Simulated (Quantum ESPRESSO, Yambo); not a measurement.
# BeTe (F-43m): Bethe-Salpeter spectra with Yambo, part 3 of 3

Wanted: excitons and ε₂ of BeTe (F-43m), with cost.

Quantum ESPRESSO 7.5 and Yambo 5.3.0; PBE and many-body steps on it, plane waves. Known limits of the many-body steps: not at the basis limit; coarse k mesh; bindings not settled in the k mesh.

So far. Step 9 (Finite momentum (q 3)): The lowest state lies at 3.478 eV.

The database entry behind the starting cell differs from later determinations by our own check (an axis about 1.5 % short against later determinations), so it need not match the best structure at ambient conditions.

**11. Negative scissors**

Level of this step: Bethe-Salpeter equation on PBE with a scissors shift with spin-orbit coupling, plane waves, norm-conserving pseudopotentials (Yambo).

File bse9.in:

```
optics
bss
bse
em1s
dipoles
rim_cut
RandQpts= 1000000
RandGvec= 1 RL
Chimod= "HARTREE"
BSKmod= "SEX"
BSEmod= "resonant"
BSSmod= "d"
BSENGexx= 30 Ry
BSENGBlk= 6 Ry
% BSEQptR
 1 | 1 |
%
% BSEBands
 25 | 33 |
%
% BEnRange
 0 | 7 | eV
%
% BDmRange
 0.1 | 0.1 | eV
%
BEnSteps= 141
% BLongDir
 1 | 0 | 0 |
%
% BndsRnXs
 1 | 86 |
%
NGsBlkXs= 6 Ry
% LongDrXs
 1 | 1 | 1 |
%
% KfnQP_E
 -3.0 | 1.0 | 1.0 |
%
WRbsWF
```

Started as:

```bash
$ OMP_NUM_THREADS=1 mpirun -n 4 yambo -F bse9.in -J bse9,bse3_W -C bse9 > bse9.log
```

Output:

```text
 Yambo, version 5.3.0

 [02] CORE Variables Setup
 =========================

  [... cell, symmetries and grids as in the set-up ...]

  [02.05] Energies & Occupations
  ==============================

  [X] === General ===
  [X] Electronic Temperature                        :  0.000000  0.000000 [eV K]
  [X] Bosonic    Temperature                        :  0.000000  0.000000 [eV K]
  [X] Finite Temperature mode                       : no
  [X] El. density                                   :  0.65870E+24 [cm-3]
  [X] Fermi Level                                   :  9.731280 [eV]

  [X] === Gaps and Widths ===
  [X] Conduction Band Min                           :  1.565485 [eV]
  [X] Valence Band Max                              :  0.000000 [eV]
  [X] Filled Bands                                  :  28
  [X] Empty Bands                                   :   29  152
  [X] Direct Gap                                    :  3.258947 [eV]
  [X] Direct Gap localized at k                     :  1
  [X] Indirect Gap                                  :  1.565485 [eV]
  [X] Indirect Gap between kpts                     :   1   7
  [X] Last valence band width                       :  3.670239 [eV]
  [X] 1st conduction band width                     :  3.422578 [eV]

 [03] Transferred momenta grid and indexing
 ==========================================

 IBZ Q-points                                      :   8
 BZ  Q-points                                      :   64

 K/Q-points units:
 rlu = crystal or reduced units; cc = cartesian coordinates; iku = interal k-units

 Q [1]          [rlu]:  0.000000  0.000000  0.000000
 Q [2]          [rlu]: -0.61447E-17 -0.61447E-17  0.25000
 Q [3]          [rlu]:  0.12289E-16  0.12289E-16 -0.50000
[...]
[K+QP] Finite Temperature mode                    : no
  [K+QP] El. density                                :  0.65870E+24 [cm-3]
  [K+QP] Fermi Level                                : -0.768813 [eV]

  [K+QP] === Gaps and Widths ===
  [K+QP] Conduction Band Min                        : -0.768813 [eV]
  [K+QP] Valence Band Max                           : -0.768813 [eV]
  [K+QP] Filled Bands                               :  24
  [K+QP] Metallic Bands                             :  25  30
  [K+QP] Empty Bands                                :   31  152

  [K+QP] === Metallic Characters ===
  [K+QP] N of el / N of met el                      :  28.00000   3.71881
  [K+QP] Average metallic occ.                      :  0.309901

  [WARNING] [K+QP] Metallic system

  Eqp @ K [1]
  -158.3941 -158.3941 -115.2125 -115.2125 -105.5056 -105.5056 -105.5056 -105.5056
  -99.78177 -99.78177 -36.69134 -36.69134 -36.69134 -36.69134 -35.23581 -35.23581
  -35.22608 -35.22608 -35.22608 -35.22608 -12.15140 -12.15140  -0.18607  -0.18607
[...]
Eqp @ K [2]
[...]
Eqp @ K [3]
[...]
Eqp @ K [4]
[...]
Eqp @ K [5]
[...]
[... 2 further k-points ...]
  Eqp @ K [8]
[...]
10.81628  10.81676  11.68545  12.02943  14.90911  14.91126  15.07115  15.15250
   15.49512  15.49571  16.05868  16.08670  17.42197  17.49493  18.58824  18.70743

 [06] Dipoles
 ============

  [06.01] Setup: observables and procedures
  =========================================

  [WARNING] [r,Vnl^pseudo] included in position and velocity dipoles.

  [WARNING] In case H contains other non local terms, these are neglected

 [07] Static Dielectric Matrix
 =============================

    [08.01.05.02] Main kernel loop
    ==============================

    [08.01.05.03] Wave-Function Phases
    ==================================

    [BSE] WF phases found       :  38.19444 [o/o]

   [08.01.06] BSE solver(s) @q1
   ============================

   [08.01.07] Diago Solver @q1
   ===========================

 [11] Game Over & Game summary
```

Wall time 18 s (4 MPI ranks of Arm Neoverse V1, shared host); peak memory 1.3 GiB.

The run ended normally, though the input holds a fault or crude settings.

The fault put into this input: negative scissors.

**12. Empty states on the mesh, 6×6×6 mesh, 58 bands**

This step: Quantum ESPRESSO 7.5; DFT, PBE with spin-orbit coupling, plane waves, norm-conserving pseudopotentials.

File pw.in:

```
&control
  calculation = 'nscf'
  prefix = 'x'
  outdir = 'o'
  pseudo_dir = 'pseudo'
/
&system
  ibrav = 0
  nat = 2
  ntyp = 2
  ecutwfc = 88.0
  nbnd = 58
  force_symmorphic = .true.
  noncolin = .true.
  lspinorb = .true.
/
&electrons
  conv_thr = 1e-9
  electron_maxstep = 80
  diago_full_acc = .true.
  diago_thr_init = 5e-6
/
ATOMIC_SPECIES
  Be 9.012 Be.upf
  Te 127.6 Te.upf
CELL_PARAMETERS angstrom
  0.0000000000 2.7700000000 2.7700000000
  2.7700000000 0.0000000000 2.7700000000
  2.7700000000 2.7700000000 -0.0000000000
ATOMIC_POSITIONS crystal
  Be 0.0000000000 0.0000000000 0.0000000000
  Te 0.2500000000 0.2500000000 0.2500000000
K_POINTS automatic
  6 6 6 0 0 0
```

Started as:

```bash
$ OMP_NUM_THREADS=1 mpirun -n 4 pw.x -nk 4 -in pw.in > pw.out
```

Output:

```text
[banner, memory and clock lines left out]
Program PWSCF v.7.5 starts

     Atomic positions and unit cell read from directory:
     o/x.save/

     Message from routine setup:
     using ibrav=0 with symmetry is DISCOURAGED, use correct ibrav instead

     G-vector sticks info

     bravais-lattice index     =            0
     lattice parameter (alat)  =       7.4028  a.u.
     unit-cell volume          =     286.8573 (a.u.)^3
     number of atoms/cell      =            2
     number of atomic types    =            2
     number of electrons       =        28.00
[...]
-149.4316-149.4316-106.2501-106.2501 -96.5431 -96.5431 -96.5431 -96.5431
[...]
34.6999  34.6999

          k = 0.2357 0.2357-0.2357 (  3996 PWs)   bands (ev):

  -149.4316-149.4316-106.2501-106.2501 -96.5432 -96.5432 -96.5431 -96.5431
[...]
19.2844  19.3300  22.4853  22.4853  26.0842  26.0842  26.1314  26.1800
    27.5758  27.5758  27.6227  27.6286  28.2452  28.2452  30.9885  30.9885
    35.1548  35.1549

          k =-0.3536-0.3536 0.3536 (  3996 PWs)   bands (ev):

     [... further k-points ...]

     highest occupied, lowest unoccupied level (ev):     9.7313   11.2968

     XML data file, pseudopotentials, collected wavefunctions
```

Run time: 14 s. Hardware: 4 MPI ranks; peak memory 0.39 GiB.

Numbers from this step:

```
gap                                                           : 1.565 eV
k of the valence top                                          : 0, 0, 0
k of the conduction bottom                                    : 0, -0.5, -0.5
least direct gap                                              : 3.259 eV
k points computed                                             : 16
lowest point of the top converged band, above the valence top : 20.56 eV
```

On this mesh the gap is 1.565 eV.

**13. Conversion and set-up**

This step: Yambo 5.3.0; conversion and set-up on PBE with spin-orbit coupling, plane waves, norm-conserving pseudopotentials.

Started as:

```bash
$ (cd o/x.save; p2y > p2y.log; mv SAVE ../..); yambo > setup.log
```

Output:

```text
 Yambo, version 5.3.0

 [02] CORE Variables Setup
 =========================

  [02.01] Unit cells
  ==================

  Cell kind             :  FCC
  Atoms in the cell     :  Be  Te
  number of Be atoms    :  1
  number of Te atoms    :  1

  List of atomic masses
  Mass of Be    :  9.012000
  Mass of Te    :  127.6000

  List of atomic coordinates    : [cc]
  Be1       :  0.000000  0.000000  0.000000  order 1
  Te1       :  2.617271  2.617271  2.617271  order 2

  Alat factors          :  5.234541  5.234541  5.234541 [a.u.]
  Direct lattice volume :  286.8573 [a.u.]
[...]
Q [ 1]         [rlu]:  0.000000  0.000000  0.000000
 Q [ 2]         [rlu]: -0.64126E-17 -0.64126E-17  0.16667
 Q [ 3]         [rlu]: -0.12825E-16 -0.12825E-16  0.33333
[...]
Q [ 8]         [rlu]:  0.12289E-16  0.16667     -0.33333
 Q [ 9]         [rlu]:  0.12825E-16  0.16667     -0.16667
 Q [10]         [rlu]:  0.21820E-16  0.33333      0.33333
     [... 4 further rows ...]
 Q [15]         [rlu]:  0.166667  0.333333 -0.333333
 Q [16]         [rlu]:  0.166667 -0.500000 -0.333333

  [03.01] X indexes
  =================

   [03.01.01] Sigma indexes
   ========================

 [06] Game Over & Game summary
```

Wall time 3.2 s (1 MPI rank); peak memory 0.25 GiB.

**14. k mesh (6×6×6)**

This step: Bethe-Salpeter equation on PBE with a scissors shift with spin-orbit coupling, plane waves, norm-conserving pseudopotentials.

File bse11.in:

```
optics
bss
bse
em1s
dipoles
rim_cut
RandQpts= 1000000
RandGvec= 1 RL
Chimod= "HARTREE"
BSKmod= "SEX"
BSEmod= "resonant"
BSSmod= "d"
BSENGexx= 30 Ry
BSENGBlk= 4 Ry
% BSEQptR
 1 | 1 |
%
% BSEBands
 25 | 34 |
%
% BEnRange
 0 | 7 | eV
%
% BDmRange
 0.1 | 0.1 | eV
%
BEnSteps= 141
% BLongDir
 1 | 0 | 0 |
%
% BndsRnXs
 1 | 58 |
%
NGsBlkXs= 4 Ry
% LongDrXs
 1 | 1 | 1 |
%
% KfnQP_E
 0.955 | 1.0 | 1.0 |
%
WRbsWF
```

Started as:

```bash
$ OMP_NUM_THREADS=1 mpirun -n 4 yambo -F bse11.in -J bse11 -C bse11 > bse11.log
```

Output:

```text
 Yambo, version 5.3.0

 [02] CORE Variables Setup
 =========================

  [... cell, symmetries and grids as in the set-up ...]

  [02.05] Energies & Occupations
  ==============================

  [X] === General ===
  [X] Electronic Temperature                        :  0.000000  0.000000 [eV K]
  [X] Bosonic    Temperature                        :  0.000000  0.000000 [eV K]
  [X] Finite Temperature mode                       : no
  [X] El. density                                   :  0.65870E+24 [cm-3]
[...]
[08.01.04] Independent Particles properties @q1
   ===============================================

   ==========================================================

   [BSE] Exchange components :   869
   [BSE] Correlation components :   59  259

    [08.01.05.01] Screened interaction header I/O
    =============================================

    [08.01.05.02] Main kernel loop
    ==============================

    [08.01.05.03] Wave-Function Phases
    ==================================

    [BSE] WF phases found       :  56.32812 [o/o]

   [08.01.06] BSE solver(s) @q1
   ============================

   [08.01.07] Diago Solver @q1
   ===========================

 [11] Game Over & Game summary
```

Wall time 12 min (4 MPI ranks); peak memory 3 GiB.

Numbers from this step:

```yaml
transitions_in_the_window: 5184
direct_gap_of_the_transition_levels: 4.214 eV
lowest_state: 3.971 eV
first_strong_exciton_over_a_fiftieth_of_the_strongest_listed: 3.972 eV
binding_of_the_lowest_state_below_the_direct_gap: 0.2425 eV
coulomb_term_of_one_mesh_cell: 0.2591 eV
```

The binding is 0.94 times the screened Coulomb term of one mesh cell (0.26 eV), so it is not shown settled.

The lowest state lies at 3.971 eV, 0.243 eV under the direct gap.

The window of bands is narrower than in the first exciton run, so this row is not like for like with it.

**15. The runs together**

Times are wall times on 4 MPI ranks of Arm Neoverse V1, shared host, good to a factor of about two.

```
                                   run   mesh  transitions  broadening (eV)  direct gap (eV)  lowest state (eV)  binding (eV)  mesh cell's term (eV)  tallest peak (eV)  height     time
                              excitons  4×4×4         3072              0.1            4.214              3.902         0.312                  0.314               4.45    43.2  3.3 min
                      levels from G0W0  4×4×4         2304              0.1            4.214              3.908         0.306                  0.314               5.05    44.6     56 s
                   beyond Tamm-Dancoff  4×4×4         1536              0.1            4.214              3.909         0.305                  0.314               5.60    39.3  2.5 min
                 finite momentum (q 2)  4×4×4         1536              0.1                -              3.650             -                      -                  -       -     61 s
                 finite momentum (q 3)  4×4×4         1536              0.1                -              3.478             -                      -               5.75   0.981     63 s
RPA with local fields (no direct term)  4×4×4         3072              0.1            4.214                  -             -                      -               6.10    69.8    8.4 s
                        k mesh (6×6×6)  6×6×6         5184              0.1            4.214              3.971         0.243                  0.259               5.35    36.2   12 min
```

**16. What came out**

```
excitons                               : lowest state 3.902 eV (not settled in the k mesh)
levels from G0W0                       : lowest state 3.908 eV (not settled in the k mesh)
beyond Tamm-Dancoff                    : lowest state 3.909 eV (not settled in the k mesh)
finite momentum (q 2)                  : lowest state 3.650 eV (not settled in the k mesh)
finite momentum (q 3)                  : lowest state 3.478 eV (not settled in the k mesh)
RPA with local fields (no direct term) : tallest peak 6.1 eV
k mesh (6×6×6)                         : lowest state 3.971 eV (not settled in the k mesh)
```

In words: On the 4×4×4 mesh the lowest exciton lies at 3.902 eV, 0.312 eV below the direct gap; one cell of the mesh carries a screened Coulomb term of 0.31 eV, so this binding is not shown settled. That state is dark or weak; the first strong one lies at 3.913 eV. Bindings below are those of the lowest state. Levels from G0W0, against «excitons (4×4×4)»: the lowest state moves by +0.006 eV (keys changed: BSEBands, BEnRange, KfnQP_E, BEnSteps and the band window). Beyond Tamm-Dancoff, against «excitons (4×4×4)»: the lowest state moves by +0.007 eV (keys changed: BSEBands, BSEmod, BEnRange, BEnSteps and the band window). Finite momentum (q 2), against «excitons (4×4×4)»: the lowest state moves by −0.252 eV (keys changed: BSEBands, BSEQptR, BEnRange, BEnSteps and the band window). Finite momentum (q 3), against «excitons (4×4×4)»: the lowest state moves by −0.423 eV (keys changed: BSEBands, BSEQptR, BEnRange, BEnSteps and the band window). RPA with local fields (no direct term), against «excitons (4×4×4)»: the tallest peak goes from 4.45 eV to 6.10 eV (keys changed: BSKmod, BSSmod and BSHayTrs). k mesh (6×6×6), against «excitons (4×4×4)»: the lowest state moves by +0.070 eV (keys changed: BndsRnXs, NGsBlkXs, BSEBands, BSENGBlk, BEnRange, BEnSteps, the mesh and the band window). A rigid shift treats all transitions alike. In the G0W0 table the openings from the upper filled bands to the empty bands at the same k run from +0.92 to +1.69 eV (median +1.08), where the shift is +0.95 eV, so peaks stand off by such differences. Lines within a few meV of each other can be one level split by numerical noise, or distinct levels. Screening is static and electronic alone, and only transitions inside the band window count. The 4×4×4 mesh is coarse for this cell, which bears on the long-range parts of exchange and screening.

[Paths, hosts, dates, memory and timing lines, banners, echoed tables and standing remarks are left out of the program output.]

[Logs are printed without paths, hosts, clocks, repeated set-up lines and the standing remarks that a program may print on its own settings, such as how far it seeks lower states.]

[Runs of the session that timed out or met a known fault of the program may be left out.]

[Hosts, paths, dates, database ids (printed as entryN), source tags and the programs' standing remarks are cut or masked in the printed files.]
